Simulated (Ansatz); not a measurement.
ZnS: one atom moved over a plane

All numbers below come from DFT PBE, scalar-relativistic, plane waves, PAW in Ansatz. Cutoff 420 eV, Γ-centred 12×12×6 k-points, Gaussian smearing of 0.05 eV. No spin polarisation. Energies are free energies at this smearing, counted from the undisturbed cell; pressure is positive in compression.

The starting cell (as given, not relaxed at this level; it stands at 2.3 GPa):

```
Zn S
1.0
     3.81100    0.00000    0.00000
    -1.90550    3.30042    0.00000
     0.00000    0.00000    6.23400
Zn S
2 2
Direct
  0.33333 0.66667 0.00000
  0.66667 0.33333 0.50000
  0.33333 0.66667 0.38500
  0.66667 0.33333 0.88500
```

Atom 3 (S) is moved by p along (0.707, 0.707, 0.000) and q along (0.000, 0.000, 1.000) (Å), all else fixed. Points are written (p, q).

Energy above the undisturbed cell in eV/cell (a dash: not computed):

| p \ q | -0.300 | -0.150 | 0.000 | 0.150 | 0.300 |
| --- | --- | --- | --- | --- | --- |
| -0.300 | 0.58 | 0.37 | 0.43 | ? | 1.01 |
| -0.150 | ? | – | – | – | – |
| 0.000 | 0.39 | – | 0.00 | – | 0.35 |
| 0.300 | 0.50 | – | 0.28 | – | ? |

Task: Fill in the withheld energies.

Result: (-0.300, 0.150): 0.67; (-0.150, -0.300): 0.43; (0.300, 0.300): 0.78.